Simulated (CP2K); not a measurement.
Runs of CP2K 2026.2 on ZrB2. The structure is hexagonal, space group P6/mmm (No. 191). Conventional cell: a = 3.170 Å, b = 3.170 Å, c = 3.533 Å, α = 90.00°, β = 90.00°, γ = 120.00°. Zr (site symmetry 6/mmm) has 12 B at 2.54 Å as nearest neighbours. B (site symmetry -6m2) is surrounded by 3 B at 1.83 Å. 

```csv
level,gap on the mesh (eV),pressure (GPa)
PW91,none,(a)
HLE16,none,-47.0
MS2,none,(b)
PBEsol,none,-1.5
LDA,none,-3.3
```

Alike in all rows: task single point; potentials or basis POTENTIAL_UZH Zr GTH-PBE-q12, B GTH-PBE-q3; TZVP-MOLOPT-PBE-GTH basis; no spin polarisation; cell as given; k mesh 10 × 10 × 8; smearing fermi-dirac 0.05 eV.

Question: Fill in the values left out.

Answer: (a) 2.4; (b) 0.3.

Caveats: the potentials were made for another functional, which shifts forces and pressure; the basis of atomic orbitals isn't converged, which shifts pressures, moduli and gaps; the potentials were made for a functional far from this one (some runs); the cell as given lies far from equilibrium (some runs).

A k mesh can miss the band edges, and the runs leave out spin-orbit coupling on Zr.

A gap of «none» marks a metal or a gap under the smearing width.
